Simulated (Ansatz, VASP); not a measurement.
K3H8 in VASP and in Ansatz

```
CELL_PARAMETERS angstrom
5.69045 0.00000 0.00000
0.00000 5.69045 0.00000
0.00000 0.00000 5.50470
ATOMIC_POSITIONS crystal
K 0.00000 0.00000 0.50000
K 0.00000 0.50000 0.00000
K 0.50000 0.00000 0.00000
H 0.66608 0.00000 0.41217
H 0.33392 0.00000 0.41217
H 0.00000 0.66608 0.41217
H 0.00000 0.33392 0.41217
H 0.33392 0.00000 0.58783
H 0.66608 0.00000 0.58783
H 0.00000 0.66608 0.58783
H 0.00000 0.33392 0.58783
```

Alike in both runs: task single point; functional PBE; k mesh 4 × 4 × 4; occupations gaussian, width 0.1 eV; no spin polarisation.

|  | VASP | Ansatz |
| --- | --- | --- |
| version | VASP 6.6.1 | Ansatz 0.2.0 |
| potentials or method | VASP PAW PBE potentials, release 64 (K_sv, H) | scalar-relativistic, plane waves, PAW |
| plane-wave cutoff (eV) | 520 | 420 |
| valence electrons in the cell | 35 | 35 |

|  | VASP | Ansatz | Ansatz less VASP |
| --- | --- | --- | --- |
| gap on the k mesh at the Fermi level (eV) | none | none | - |
| pressure (GPa) | 10.5 | 10.4 | -0.08 |
| largest component of the traceless stress (GPa) | 10.90 | 10.82 | -0.085 |
| rms of the force components (eV/Å) | 1.250 | 1.243 | -0.0072 |

Atom by atom the forces differ by 0.013 eV/Å (rms over components). A gap of «none» marks a metal or a gap that the smearing closes.

Caveats: forces of over 1 eV/Å show positions far from the minimum, so gaps and moduli don't describe the material at rest.
